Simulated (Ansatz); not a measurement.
# Ir(111) with 4 layers of random Ir-Pt, 2x2: scattering by chemical disorder, part 2 of 2

Aim: the residual resistivity of a random alloy, from Ir(111) with 4 layers of random Ir-Pt, 2x2 and longer regions.

Ansatz 0.2.0; Ansatz plane-wave DFT, PBE, PAW files; ballistic transport by layer matching (Landauer), zero bias; PAW set soft_1.

So far. Step 3 (With 8 alloy layers): Over the solved energies the transmission per spin lies between 3.10 and 3.18, out of 5.94 channels of the lead on average (up to 6.14).

## 4. With 12 alloy layers

In 12 layers a share of 0.75 of the sites is given to Pt at random. A fresh draw is used; the growth of the resistance with length is what counts.

System of this step: Ir(111) with 12 layers of random Ir-Pt, 2x2. The cell holds 72 atoms: 36 Ir and 36 Pt. Its edges and angles: a = 5.430 Å, b = 5.430 Å, c = 39.900 Å, α = 90.0°, β = 90.0°, γ = 120.0°. It derives from Ir. Regions: lead, 24 atoms (24 Ir); scattering region, 48 atoms (36 Pt and 12 Ir). The structure is stacked along c, and the current runs across the ab planes.

input.yaml reads:

```yaml
crystal:
  lattice:
    - [5.4297315514, 0.0, 0.0]
    - [-2.7148657757, 4.7022854592, 0.0]
    - [0.0, 0.0, 39.9002152235]
  atoms:
    - { symbol: Ir, position: [0.0, 0.0, 0.0277777778] }
    - { symbol: Ir, position: [0.0, 0.5, 0.0277777778] }
    - { symbol: Ir, position: [0.5, 0.0, 0.0277777778] }
    - { symbol: Ir, position: [0.5, 0.5, 0.0277777778] }
    - { symbol: Ir, position: [0.1666666667, 0.3333333333, 0.0833333333] }
    - { symbol: Ir, position: [0.1666666667, 0.8333333333, 0.0833333333] }
    - { symbol: Ir, position: [0.6666666667, 0.3333333333, 0.0833333333] }
    - { symbol: Ir, position: [0.6666666667, 0.8333333333, 0.0833333333] }
    - { symbol: Ir, position: [0.3333333333, 0.1666666667, 0.1388888889] }
    - { symbol: Ir, position: [0.3333333333, 0.6666666667, 0.1388888889] }
    - { symbol: Ir, position: [0.8333333333, 0.1666666667, 0.1388888889] }
    - { symbol: Ir, position: [0.8333333333, 0.6666666667, 0.1388888889] }
    - { symbol: Pt, position: [0.0, 0.0, 0.1944444444] }
    - { symbol: Pt, position: [0.0, 0.5, 0.1944444444] }
    - { symbol: Pt, position: [0.5, 0.0, 0.1944444444] }
    - { symbol: Pt, position: [0.5, 0.5, 0.1944444444] }
    - { symbol: Pt, position: [0.1666666667, 0.3333333333, 0.25] }
    - { symbol: Pt, position: [0.1666666667, 0.8333333333, 0.25] }
    - { symbol: Ir, position: [0.6666666667, 0.3333333333, 0.25] }
    - { symbol: Pt, position: [0.6666666667, 0.8333333333, 0.25] }
    - { symbol: Pt, position: [0.3333333333, 0.1666666667, 0.3055555556] }
    - { symbol: Pt, position: [0.3333333333, 0.6666666667, 0.3055555556] }
    - { symbol: Pt, position: [0.8333333333, 0.1666666667, 0.3055555556] }
    - { symbol: Pt, position: [0.8333333333, 0.6666666667, 0.3055555556] }
    - { symbol: Pt, position: [0.0, 0.0, 0.3611111111] }
    - { symbol: Ir, position: [0.0, 0.5, 0.3611111111] }
    - { symbol: Pt, position: [0.5, 0.0, 0.3611111111] }
    - { symbol: Pt, position: [0.5, 0.5, 0.3611111111] }
    - { symbol: Pt, position: [0.1666666667, 0.3333333333, 0.4166666667] }
    - { symbol: Pt, position: [0.1666666667, 0.8333333333, 0.4166666667] }
    - { symbol: Pt, position: [0.6666666667, 0.3333333333, 0.4166666667] }
    - { symbol: Pt, position: [0.6666666667, 0.8333333333, 0.4166666667] }
    - { symbol: Pt, position: [0.3333333333, 0.1666666667, 0.4722222222] }
    - { symbol: Pt, position: [0.3333333333, 0.6666666667, 0.4722222222] }
    - { symbol: Pt, position: [0.8333333333, 0.1666666667, 0.4722222222] }
    - { symbol: Ir, position: [0.8333333333, 0.6666666667, 0.4722222222] }
    - { symbol: Ir, position: [0.0, 0.0, 0.5277777778] }
    - { symbol: Pt, position: [0.0, 0.5, 0.5277777778] }
    - { symbol: Ir, position: [0.5, 0.0, 0.5277777778] }
    - { symbol: Ir, position: [0.5, 0.5, 0.5277777778] }
    - { symbol: Pt, position: [0.1666666667, 0.3333333333, 0.5833333333] }
    - { symbol: Pt, position: [0.1666666667, 0.8333333333, 0.5833333333] }
    - { symbol: Pt, position: [0.6666666667, 0.3333333333, 0.5833333333] }
    - { symbol: Pt, position: [0.6666666667, 0.8333333333, 0.5833333333] }
    - { symbol: Pt, position: [0.3333333333, 0.1666666667, 0.6388888889] }
    - { symbol: Pt, position: [0.3333333333, 0.6666666667, 0.6388888889] }
    - { symbol: Pt, position: [0.8333333333, 0.1666666667, 0.6388888889] }
    - { symbol: Pt, position: [0.8333333333, 0.6666666667, 0.6388888889] }
    - { symbol: Ir, position: [0.0, 0.0, 0.6944444444] }
    - { symbol: Ir, position: [0.0, 0.5, 0.6944444444] }
    - { symbol: Pt, position: [0.5, 0.0, 0.6944444444] }
    - { symbol: Ir, position: [0.5, 0.5, 0.6944444444] }
    - { symbol: Pt, position: [0.1666666667, 0.3333333333, 0.75] }
    - { symbol: Ir, position: [0.1666666667, 0.8333333333, 0.75] }
    - { symbol: Pt, position: [0.6666666667, 0.3333333333, 0.75] }
    - { symbol: Pt, position: [0.6666666667, 0.8333333333, 0.75] }
    - { symbol: Ir, position: [0.3333333333, 0.1666666667, 0.8055555556] }
    - { symbol: Pt, position: [0.3333333333, 0.6666666667, 0.8055555556] }
    - { symbol: Ir, position: [0.8333333333, 0.1666666667, 0.8055555556] }
    - { symbol: Pt, position: [0.8333333333, 0.6666666667, 0.8055555556] }
    - { symbol: Ir, position: [0.0, 0.0, 0.8611111111] }
    - { symbol: Ir, position: [0.0, 0.5, 0.8611111111] }
    - { symbol: Ir, position: [0.5, 0.0, 0.8611111111] }
    - { symbol: Ir, position: [0.5, 0.5, 0.8611111111] }
    - { symbol: Ir, position: [0.1666666667, 0.3333333333, 0.9166666667] }
    - { symbol: Ir, position: [0.1666666667, 0.8333333333, 0.9166666667] }
    - { symbol: Ir, position: [0.6666666667, 0.3333333333, 0.9166666667] }
    - { symbol: Ir, position: [0.6666666667, 0.8333333333, 0.9166666667] }
    - { symbol: Ir, position: [0.3333333333, 0.1666666667, 0.9722222222] }
    - { symbol: Ir, position: [0.3333333333, 0.6666666667, 0.9722222222] }
    - { symbol: Ir, position: [0.8333333333, 0.1666666667, 0.9722222222] }
    - { symbol: Ir, position: [0.8333333333, 0.6666666667, 0.9722222222] }
kpoints:
  mp_grid: { grid: [5, 5, 1] }
hamiltonian:
  xc: pbe
  pseudopotentials: { kind: paw, azcp: { folder: soft_1 } }
scf:
  occupations: { method: fermi_dirac, width: 0.1 }
output:
  transmission:
    leads: [[0, 4]]
    kmesh: [10, 10]
    e_range: [-0.05, 0.05]
    de: 0.05
  write_potential: true
  write_density: true
  volumetric_format: npy
```

Run with:

```sh
> ansatz run input.yaml --threads 4 --pin off --max-ram 15360MiB --backend cpu --events-out ev --progress --plain --runs-dir out
```

Numbers of over 12 decimals in the logs are rounded to 6 here.

Log:

```text
[...]
Crystal: 72 atoms, lattice volume = 1018.738 Å³
Basis set: ecut = 420 eV, 19879 PW (Γ)
Bands: 756, of which v1, the nominal top of the filled ones, is band 630 counted from 1 (629 counted from 0)
Symmetry: 1 space group operations
[...]
k-points: 13 of 25 (time reversal used)
[...]
SCF iter   1: F=—  HF=-880691.673045 eV  |F-HF|=—  |Δ(HF+E_count)|=         —  Δρ=1.91e-1  dr2=1.62e4  ethr=3.10e-3  ⟨swp⟩=5.0  Hψ=30936  notcnv=0  defer=191
[...]
SCF iter  12: F=-880609.041600 eV  HF=-880609.041600 eV  |F-HF|=5.51e-8  |Δ(HF+E_count)|=   9.20e-9  Δρ=3.98e-7  dr2=5.59e-8  ethr=7.94e-12  ⟨swp⟩=8.8  Hψ=30187  notcnv=0
SCF 1 converged in 12 iterations: F = -880609.041600 eV  dr2 = 5.59e-8
[...]
transmission: 376 of 3744 steps passed
transmission: 751 of 3744 steps passed
[...]
transmission: 3744 of 3744 steps passed
SCF converged after 12 iterations
Free energy (F): -880609.041600 eV
[...]
Internal energy: -880606.089822 eV  (E = F + TS)
E sigma→0 (E₀):  -880607.565711 eV
Entropy (-TS):   -2.951779 eV (-40.997 meV/atom)
Fermi energy:    25.676216 eV
[...]
--- Band table (eV; the first three rows and the last of 13) ---
  k-point 0: bands = [... 626 lower, 26.1262, 26.1386, 26.1875, 26.2065, 26.2506, 26.2592, 26.2790, 26.2999, ... 122 higher]
  k-point 1: bands = [... 626 lower, 25.8544, 25.8743, 25.8798, 25.8917, 25.9015, 25.9099, 25.9253, 25.9405, ... 122 higher]
  k-point 2: bands = [... 626 lower, 25.4660, 25.5061, 25.5236, 25.5683, 25.5771, 25.5920, 25.6273, 25.6338, ... 122 higher]
  k-point 12: bands = [... 626 lower, 25.5886, 25.6017, 25.6213, 25.6438, 25.6745, 25.6806, 25.7002, 25.7260, ... 122 higher]
--- Transmission ---
  basis      : 223 plane waves across, 72 finite elements along
  points     : 52, standing for a mesh of 10 x 10
[...]
channels       : 5.780000e0 a spin
[...]
junction   : crystal 0 to crystal 0, 0.70 to 38.38 Å
    transmission   : 2.762870e0 a spin
[...]
```

Wall time 23 min (4 threads of Arm Neoverse V2, shared host); peak memory 7.8 GiB; 88 min of CPU time.

This step gave:

```
free energy                                   : -880609.0416 eV
energy at zero smearing                       : -880607.5657 eV
Fermi energy                                  : 25.68 eV
transmission per spin nearest the Fermi level : 2.763
step of the lead's potential                  : 18.8 meV
```

Per spin. The transmission, zone mean by energy, zero at the Fermi level:

| energy (eV) | transmission, zone mean |
| --- | --- |
| -0.0500 | 2.79 |
| 0.0000 | 2.76 |
| 0.0500 | 2.80 |

Over the solved energies the transmission per spin lies between 2.76 and 2.80, out of 5.94 channels of the lead on average (up to 6.14).

## 5. Resistance against length

This step: Ansatz plane-wave DFT, PBE, PAW files; ballistic transport by layer matching (Landauer), zero bias; residual resistivity from the slope of the area resistance, atoms on the host's lattice; PAW set soft_1 (Ansatz 0.2.0).

This step gave:

* resistivity: 15.52 µΩ cm
* intercept: 0.2181 fΩ m²
* scatter about the fit: 0.002400 fΩ m²

Resistance, by row:

| run | length (Å) | T | channels N | RA (fΩ m²) |
| --- | --- | --- | --- | --- |
| n4 | 8.867 | 3.665 | 6.047 | 0.354 |
| n8 | 17.73 | 3.134 | 5.94 | 0.4967 |
| n12 | 26.6 | 2.783 | 5.94 | 0.6293 |

The area resistance by length of the alloy:

| length of the alloy (Å) | area resistance (fΩ m²) |
| --- | --- |
| 8.87 | 0.354 |
| 17.73 | 0.497 |
| 26.60 | 0.629 |

The area resistance goes from 0.35 to 0.63 fΩ m² between 8.9 and 26.6 Å, a slope of 16 µΩ cm.

By hand from the end points: (0.6293 − 0.3540) fΩ m² / (26.60 − 8.87) Å = 16 µΩ cm, since 1 fΩ m² per Å is 1000 µΩ cm.

## 6. What came out

```json
{
 "resistivity from the slope": "15.5 µΩ cm",
 "area resistance over 8.87 Å": "0.354 fΩ m²",
 "area resistance over 17.7 Å": "0.497 fΩ m²",
 "area resistance over 26.6 Å": "0.629 fΩ m²"
}
```

The slope gives 16 µΩ cm. The points scatter by 0.0024 fΩ m² about the line, with one random draw a length in a 2x2 cell, so the slope is a rough value. The lead's own channel count moves between the runs (6.05, 5.94 and 5.94), which shifts RA and the slope too. Read with a model of isotropic scattering on a spherical Fermi surface and the lead's 1.8×10¹⁵ S/m², this slope means a mean free path near 27 Å (a rough figure, since the alloy's own channel count differs); over these lengths the model's slope is 1.04 times its bulk resistivity, which would be 15 µΩ cm. The atoms sit on the host's lattice, so scattering by size misfit is left out. Spin-orbit coupling is left out, which matters for Ir and Pt.

[Logs are printed without paths, hosts, clocks, repeated set-up lines and the standing remarks that a program may print on its own settings, such as how far it seeks lower states.]

[Hosts, paths, dates, database ids (printed as entryN), source tags and the programs' standing remarks are cut or masked in the printed files.]
